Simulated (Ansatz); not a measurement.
AgO at 6 GPa (stress–strain coefficients): relaxed-ion elastic tensor

Theory: Ansatz, DFT PBEsol, scalar-relativistic, plane waves, PAW. Plane waves to 420 eV; Γ-centred k mesh 14×14×14; Fermi-Dirac smearing of 0.15 eV. No spin polarisation.

The cell, relaxed at 6 GPa:
```yaml
crystal:
  lattice:
    - [0.00000, 2.43723, 2.43723]
    - [2.43723, 0.00000, 2.43723]
    - [2.43723, 2.43723, 0.00000]
  atoms:
    - { symbol: Ag, position: [0.00000, 0.00000, 0.00000] }
    - { symbol: O, position: [0.75000, 0.75000, 0.75000] }
```

In a metal, frequencies and elastic constants depend on the k mesh and the smearing, soft modes and shear constants most. Spin polarisation was left out, and a magnetic state may lie lower. Other phases may be more stable at this pressure.

Q: Give the relaxed-ion elastic constants (GPa, Voigt order xx yy zz yz xz xy, on the axes of the cell above).

A:
```
122.1 142.7 142.7   0.0   0.0   0.0
142.7 122.1 142.7   0.0   0.0   0.0
142.7 142.7 122.1   0.0   0.0   0.0
  0.0   0.0   0.0 -13.2   0.0   0.0
  0.0   0.0   0.0   0.0 -13.2   0.0
  0.0   0.0   0.0   0.0   0.0 -13.2
```

Q: Is the crystal stable against homogeneous strain?

A: No: the tensor has an eigenvalue of -20.6 GPa, so some strain lowers the energy.

Cost: 1 run of about 4.6 core-minutes, on Arm Neoverse V2 (shared hosts).